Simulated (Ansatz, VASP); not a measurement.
# BN: VASP beside Ansatz

File INCAR:

```
  PREC = Accurate
  ENCUT = 520
  EDIFF = 1E-7
  ISMEAR = 0
  SIGMA = 0.02
  LREAL = F
  LASPH = T
  NELM = 60
  ALGO = Normal
  ISIF = 2
  LWAVE = F
  LCHARG = F
  GGA = PE
  NBANDS = 11
```

File KPOINTS:

```
regular mesh
0
Gamma
  12 12 12
```

The input POSCAR:

```
BN
1.0
    0.0000000000      1.8123485119      1.8123485119
    1.8123485119      0.0000000000      1.8123485119
    1.8123485119      1.8123485119      0.0000000000
B N
1 1
Direct
    0.0000000000      0.0000000000      0.0000000000
    0.7500000000      0.7500000000      0.7500000000
```

Input for Ansatz:

```yaml
crystal:
  lattice:
    - [0.0, 1.8123485119, 1.8123485119]
    - [1.8123485119, 0.0, 1.8123485119]
    - [1.8123485119, 1.8123485119, 0.0]
  atoms:
    - { symbol: B, position: [0.0, 0.0, 0.0] }
    - { symbol: "N", position: [0.75, 0.75, 0.75] }
basis:
  ecutwfc: 420
kpoints:
  mp_grid: { grid: [12, 12, 12] }
  band_path: { path: [VBM, CBM], npoints: 2 }
hamiltonian:
  xc: pbe
scf:
  occupations: { method: gaussian, width: 0.02 }
output:
  forces: false
  stress: false
  eigenvalues: true
checkpoint:
  read: start.run
  write: ck
  compress: false
  write_wavefunctions: false
  write_every: 100000
```

The cell is a database's computed one.

Alike in both runs: task single point; functional PBE; k mesh 12 × 12 × 12; occupations gaussian, width 0.02 eV; no spin polarisation.

|  | VASP | Ansatz |
| --- | --- | --- |
| version | VASP 6.6.1 | Ansatz 0.2.0 |
| potentials or method | VASP PAW PBE potentials, release 64 (B, N) | scalar-relativistic, plane waves, PAW |
| plane-wave cutoff (eV) | 520 | 420 |
| valence electrons in the cell | 8 | 8 |

```csv
,VASP,Ansatz,Ansatz less VASP
gap on the k mesh at the Fermi level (eV),4.45,4.46,+0.012
least direct gap on the mesh (eV),8.78,8.79,+0.011
```

A k mesh can miss the band edges.
